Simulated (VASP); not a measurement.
# Nb (Im-3m) in VASP: single point with HSE06

Aim: the single point of Nb with HSE06.

All numbers are computed with VASP 6.6.1; they aren't measurements. Logs are shortened: lines on timing, memory, paths and dates and some standing lists are left out, and cuts for length are marked.

**1. The structure**

It takes space group Im-3m (No. 229, cubic). The conventional cell has a = 3.271 Å, b = 3.271 Å, c = 3.271 Å, α = 90.00°, β = 90.00°, γ = 90.00°. Nb (site symmetry m-3m) is surrounded by 8 Nb at 2.83 Å.

**2. Single point, HSE06**

File POSCAR:

```
Nb
1.0
   -1.6355100000      1.6355100000      1.6355100000
    1.6355100000     -1.6355100000      1.6355100000
    1.6355100000      1.6355100000     -1.6355100000
Nb
1
Direct
    1.0000000000      1.0000000000      1.0000000000
```

File INCAR.step1:

```
  PREC = Accurate
  ENCUT = 520
  EDIFF = 1E-5
  ISMEAR = 0
  SIGMA = 0.1
  LREAL = F
  LASPH = T
  NELM = 100
  ALGO = Normal
  ISIF = 2
  LWAVE = T
  LCHARG = F
  NBANDS = 12
  GGA = PE
```

File INCAR.step2:

```
  PREC = Accurate
  ENCUT = 520
  EDIFF = 1E-6
  ISMEAR = 0
  SIGMA = 0.1
  LREAL = F
  LASPH = T
  NELM = 100
  ALGO = Normal
  ISIF = 2
  LWAVE = F
  LCHARG = F
  GGA = PE
  LHFCALC = T
  HFSCREEN = 0.2
  PRECFOCK = Fast
  NBANDS = 12
  ISTART = 1
```

File KPOINTS:

```
Automatic mesh
0
Gamma
  8 8 8
```

Potentials or basis: VASP PAW PBE potentials, release 64 (Nb_sv).

Started as:

```sh
$ cat potpaw_PBE.64/Nb_sv/POTCAR > POTCAR
$ cp INCAR.step1 INCAR
$ mpirun -np 1 vasp_std > vasp.out
$ cp INCAR.step2 INCAR
$ mpirun -np 1 vasp_std > vasp.out
```

OUTCAR:

```text
PREC = Accurate
   ENCUT = 520
   EDIFF = 1E-6
   ISMEAR = 0
   LREAL = F
   LASPH = T
   NELM = 100
   ISIF = 2
   GGA = PE
   LHFCALC = T
   HFSCREEN = 0.2
   PRECFOCK = Fast
   ISTART = 1

 ion  position               nearest neighbor table
   1  0.000  0.000  0.000-

  LATTYP: Found a body centered cubic cell.
 ALAT       =     3.2710200000

  Lattice vectors:

 A1 = (  -1.6355100000,   1.6355100000,   1.6355100000)
 A2 = (   1.6355100000,  -1.6355100000,   1.6355100000)
 A3 = (   1.6355100000,   1.6355100000,  -1.6355100000)

Analysis of symmetry for initial positions (statically):
=====================================================================
 Subroutine PRICEL returns:
 Original cell was already a primitive cell.

 Routine SETGRP: Setting up the symmetry group for a
 body centered cubic supercell.

 Subroutine GETGRP returns: Found 48 space group operations
 (whereof 48 operations were pure point group operations)
 out of a pool of 48 trial point group operations.

The static configuration has the point symmetry O_h .

Analysis of symmetry for dynamics (positions and initial velocities):
=====================================================================
 Subroutine PRICEL returns:
 Original cell was already a primitive cell.

 Routine SETGRP: Setting up the symmetry group for a
 body centered cubic supercell.

 Subroutine GETGRP returns: Found 48 space group operations
 (whereof 48 operations were pure point group operations)
 out of a pool of 48 trial point group operations.

The dynamic configuration has the point symmetry O_h .

 Subroutine INISYM returns: Found 48 space group operations
 (whereof 48 operations are pure point group operations),
 and found     1 'primitive' translations

----------------------------------------------------------------------------------------

                                     Primitive cell

  volume of cell :      17.4993

  direct lattice vectors                    reciprocal lattice vectors
    -1.635510000  1.635510000  1.635510000     0.000000000  0.305715037  0.305715037
     1.635510000 -1.635510000  1.635510000     0.305715037  0.000000000  0.305715037
     1.635510000  1.635510000 -1.635510000     0.305715037  0.305715037  0.000000000

  length of vectors
     2.832786416  2.832786416  2.832786416     0.432346351  0.432346351  0.432346351

  position of ions in fractional coordinates (direct lattice)
     0.000000000  0.000000000  0.000000000

  ion indices of the primitive-cell ions
   primitive index   ion index
                 1           1

----------------------------------------------------------------------------------------

 KPOINTS: Automatic mesh

Automatic generation of k-mesh.
 Grid dimensions read from file:
 generate k-points for:    8    8    8

 Generating k-lattice:

  Cartesian coordinates                     Fractional coordinates (reciprocal lattice)
     0.000000000  0.038214380  0.038214380     0.125000000  0.000000000  0.000000000
     0.038214380  0.000000000  0.038214380     0.000000000  0.125000000  0.000000000
     0.038214380  0.038214380  0.000000000     0.000000000  0.000000000  0.125000000

  Length of vectors
     0.054043294  0.054043294  0.054043294

  Shift w.r.t. Gamma in fractional coordinates (k-lattice)
     0.000000000  0.000000000  0.000000000

 Subroutine IBZKPT returns following result:
 ===========================================

 Found     29 irreducible k-points:

 Following reciprocal coordinates:
            Coordinates               Weight
  0.000000  0.000000  0.000000      1.000000
  0.125000  0.000000  0.000000     12.000000
  0.250000  0.000000  0.000000     12.000000
  0.375000  0.000000  0.000000     12.000000
  0.500000  0.000000  0.000000      6.000000
  0.125000  0.125000  0.000000     24.000000
[... 16 lines left out ...]
 -0.250000  0.250000  0.250000      6.000000
 -0.375000  0.375000  0.250000     24.000000
 [... further k-points ...]
   k-points           NKPTS =     29   k-points in BZ     NKDIM =    512   number of bands    NBANDS=     12
   number of dos      NEDOS =    301   number of ions     NIONS =      1
   total plane-waves  NPLWV =  13824
   dimension x,y,z NGX =    24 NGY =   24 NGZ =   24
   dimension x,y,z NGXF=    48 NGYF=   48 NGZF=   48
   ions per type =               1
   NGX,Y,Z   is equivalent  to a cutoff of  14.08, 14.08, 14.08 a.u.
   NGXF,Y,Z  is equivalent  to a cutoff of  28.17, 28.17, 28.17 a.u.
 SYSTEM =  unknown system
   PREC   = accura    normal or accurate (medium, high low for compatibility)
   ISTART =      1    job   : 0-new  1-cont  2-samecut
   ICHARG =      0    charge: 1-file 2-atom 10-const
   ISPIN  =      1    spin polarized calculation?
   LNONCOLLINEAR =      F non collinear calculations
   LSORBIT =      F    spin-orbit coupling
   LASPH  =      T    aspherical Exc in radial PAW
   ENCUT  =  520.0 eV  38.22 Ry    6.18 a.u.   5.27  5.27  5.27*2*pi/ulx,y,z
   NELM   =    100;   NELMIN=  2; NELMDL=  0     # of ELM steps
   EDIFF  = 0.1E-05   stopping-criterion for ELM
   LREAL  =      F    real-space projection
   EDIFFG = 0.1E-04   stopping-criterion for IOM
   NSW    =      0    number of steps for IOM
   IBRION =     -1    ionic relax: 0-MD 1-quasi-New 2-CG
   NFREE  =      0    steps in history (QN), initial steepest desc. (CG)
   ISIF   =      2    stress and relaxation
   ISYM   =      3    0-nonsym 1-usesym 2-fastsym
   POTIM  = 0.5000    time-step for ionic-motion
   TEBEG  =    0.0;   TEEND  =   0.0 temperature during run
   PSTRESS=    0.0 pullay stress
   NELECT =      13.0000    total number of electrons
   NUPDOWN=      -1.0000    fix difference up-down
   EMIN   =  10.00;   EMAX   =-10.00  energy-range for DOS
   EFERMI =   0.00;   METHOD = LEGACY
   ISMEAR =     0;   SIGMA  =   0.10  broadening in eV -4-tet -1-fermi 0-gaus
   EFERMI_NEDOS =   21; number of points for ismear=-14 and -15
   IALGO  =     38    algorithm
   IMIX   =      1    mixing-type and parameters
     AMIX     =   0.40;   BMIX     =  1.00
     AMIX_MAG =   1.60;   BMIX_MAG =  1.00
  volume/ion in A,a.u.               =      17.50       118.09
  Fermi-wavevector in a.u.,A,eV,Ry     =   1.482687  2.801872 29.910505  2.198360
  Thomas-Fermi vector in A             =   2.596442
   LORBIT       =      0    0 simple, 1 ext, 2 COOP (PROOUT), +10 PAW based schemes
   GGA     = PE    functional components
   LHFCALC =     T    Hartree Fock is set to
   PRECFOCK=fast      Normal, Fast or Accurate (Low or Medium for compatibility)
   ENCUT4O =  -1.0   cutoff for four orbital integrals eV
   NKREDX  =     1    reduce k-point grid by
   NKREDY  =     1    reduce k-point grid by
   NKREDZ  =     1    reduce k-point grid by
   AEXX    =    0.2500 exact exchange contribution
   HFSCREEN=    0.2000 screening length (either q_TF or 0.3 A-1)
   HFSCREENC=   0.2000 screening length for correlation (either q_TF or 0.3 A-1)
   ENCUTFOCK=  -1.0 apply spherical cutoff to Coloumb kernel
   IVDW    =     0    specifies the selected vdW correction
   LEPSILON=     F    determine dielectric tensor
   LRPA    =     F    only Hartree local field effects (RPA)
 non-spin polarized calculation
 Gauss-broadening in eV      SIGMA  =   0.10
  energy-cutoff  :      520.00
  volume of cell :       17.50
 maximum number of plane-waves:       484
 NGX is ok and might be reduce to    24
  NGX = 14; NGY = 14; NGZ = 14

 number of electron      13.0000001 magnetization

 Free energy of the ion-electron system (eV)
  ---------------------------------------------------
  ext. energy  EPLUGINS =         0.00000000
  ---------------------------------------------------
  free energy    TOTEN  =       -11.90106786 eV

  energy without entropy =      -11.89657037  energy(sigma->0) =      -11.89881912

 E-fermi :  11.2845     XC(G=0): -10.3389

 val. band max:       11.2654805600   @ k =  -0.2500   0.2500   0.1250
 cond. band min:      11.3211203824   @ k =   0.2500   0.0000   0.0000
 fundamental gap:      0.0556398224
 Fermi energy:        11.2844611575

 k-point     1 :       0.0000    0.0000    0.0000
  band No.  band energies     occupation
      1     -46.7891      2.00000
      2     -20.5077      2.00000
      3     -20.5077      2.00000
      4     -20.5077      2.00000
      5       4.4355      2.00000
      6      12.1248      0.00000
      7      12.1248      0.00000
      8      12.1248      0.00000
      9      15.6383      0.00000
     10      15.6383      0.00000
     11      26.6548      0.00000
     12      26.6548      0.00000

 k-point     2 :       0.1250    0.0000    0.0000
  band No.  band energies     occupation
      1     -46.7449      2.00000
      2     -20.7726      2.00000
      3     -20.5845      2.00000
      4     -20.5091      2.00000
      5       5.1599      2.00000
      6      11.6076      0.00000
      7      11.8966      0.00000
      8      12.8220      0.00000
      9      15.0657      0.00000
     10      15.6210      0.00000
     11      27.1737      0.00000
     12      27.8584      0.00000

 k-point     3 :       0.2500    0.0000    0.0000
  band No.  band energies     occupation
      1     -46.6364      2.00000
      2     -21.3819      2.00000
      3     -20.7653      2.00000
      4     -20.5119      2.00000
      5       6.6940      2.00000
      6      10.5599      2.00000
      7      11.3211      0.60415
      8      14.7670      0.00000
      9      14.9945      0.00000
     10      15.7395      0.00000
     11      26.9675      0.00000
     12      28.9657      0.00000
[... 286 lines left out ...]
 k-point    23 :      -0.2500    0.2500    0.2500
  band No.  band energies     occupation
      1     -46.5069      2.00000
      2     -21.4176      2.00000
      3     -21.0526      2.00000
      4     -21.0525      2.00000
      5       8.4020      2.00000
      6      10.2053      2.00000
      7      12.6741      0.00000
      8      12.6741      0.00000
      9      14.5131      0.00000
     10      17.2114      0.00000
     11      27.3578      0.00000
     12      31.3381      0.00000

 k-point    24 :      -0.3750    0.3750    0.2500
  band No.  band energies     occupation
      1     -46.4137      2.00000
      2     -21.7395      2.00000
      3     -21.2451      2.00000
      4     -21.1054      2.00000
      5       8.5625      2.00000
      6       9.1837      2.00000
      7      12.6459      0.00000
      8      13.5861      0.00000
      9      16.7867      0.00000
     10      18.2678      0.00000
     11      26.7655      0.00000
     12      28.7314      0.00000

 [... further k-points ...]

------------------------ aborting loop because EDIFF is reached ----------------------------------------

  FORCE on cell =-STRESS in cart. coord.  units (eV):
  Direction    XX          YY          ZZ          XY          YZ          ZX
  --------------------------------------------------------------------------------------
  -------------------------------------------------------------------------------------
  Total        0.3359071      0.3359071      0.3359071      0.0000000     -0.0000000      0.0000000
  in kB       30.7546048     30.7546048     30.7546048      0.0000000     -0.0000000      0.0000000
  external PRESSURE =      30.7546048 kB  Pullay stress =       0.0000000 kB

 VOLUME and BASIS-vectors are now :
 -----------------------------------------------------------------------------
  energy-cutoff  :      520.00
  volume of cell :       17.50
      direct lattice vectors                 reciprocal lattice vectors
    -1.635510000  1.635510000  1.635510000     0.000000000  0.305715037  0.305715037
     1.635510000 -1.635510000  1.635510000     0.305715037  0.000000000  0.305715037
     1.635510000  1.635510000 -1.635510000     0.305715037  0.305715037  0.000000000

 POSITION                                       TOTAL-FORCE (eV/Angst)
 -----------------------------------------------------------------------------------
      0.00000      0.00000      0.00000         0.000000      0.000000      0.000000
 -----------------------------------------------------------------------------------
    total drift:                               -0.000000     -0.000000     -0.000001

  FREE ENERGIE OF THE ION-ELECTRON SYSTEM (eV)
  ---------------------------------------------------
  free  energy   TOTEN  =       -11.9010678584 eV

  energy  without entropy=      -11.8965703744  energy(sigma->0) =      -11.89881912
```

Wall time 14 min (1 thread of Intel Xeon Platinum 8559C (Emerald Rapids), shared host); peak memory 0.25 GiB.

What came out:

```
Free energy            : -11.9011 eV
Pressure               : 3.1 GPa
Band gap on the k mesh : none (metal or under the smearing width)
```

Levels at points of the mesh, in eV from the Fermi level:
| k point | band 3 | band 4 | band 5 | band 6 | band 7 | band 8 | band 9 | band 10 |
| --- | --- | --- | --- | --- | --- | --- | --- | --- |
| (0.00, 0.00, 0.00) | -31.79 | -31.79 | -6.85 | 0.84 | 0.84 | 0.84 | 4.35 | 4.35 |
| (0.50, 0.00, 0.00) | -32.30 | -31.80 | -4.34 | -1.90 | 2.60 | 4.38 | 5.12 | 7.70 |
| (0.50, 0.50, 0.50) | -32.90 | -32.90 | -4.33 | -4.33 | 6.85 | 6.85 | 6.85 | 10.25 |

Caveat: the PAW data sets were made with another functional, which shifts forces and pressure a little.
